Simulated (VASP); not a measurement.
GaS, 8 atoms in the cell. Symmetry: P6_3/mmc, No. 194, hexagonal system. Conventional cell: a = 3.585 Å, b = 3.585 Å, c = 15.500 Å, α = 90.00°, β = 90.00°, γ = 120.00°. Around Ga (site symmetry 3m) lie 3 S at 2.34 Å and 1 Ga at 2.48 Å. Around S (site symmetry 3m) lie 3 Ga at 2.34 Å. 

```yaml
Program: VASP 6.6.1
Task: single point
Functional: PBE
Dispersion: D3(BJ)
Potentials_or_basis: VASP PAW PBE potentials, release 64 (Ga_d, S)
Cutoff: 520 eV
k_mesh: 6 × 6 × 2
Occupations: gaussian, width 0.1 eV
Spin: no spin polarisation
Dipole_correction: no
Further_INCAR_settings: ALGO = Fast; EDIFF = 1e-07; NBANDS = 48
```

Potentials or basis: VASP PAW PBE potentials, release 64 (Ga_d, S).

The run is started by

```sh
$ cat potpaw_PBE.64/Ga_d/POTCAR potpaw_PBE.64/S/POTCAR > POTCAR
$ mpirun -np 1 vasp_std > vasp.out
```

Hardware: 1 thread of AMD EPYC 9R45 (Zen 5), with other jobs on the host.

**Question.** Estimate the wall time of this run.

**Answer.** Wall time 110 s on 1 thread of AMD EPYC 9R45 (Zen 5), on a shared host, peak memory 0.3 GiB. Counts: scf iterations 18, k points 14.
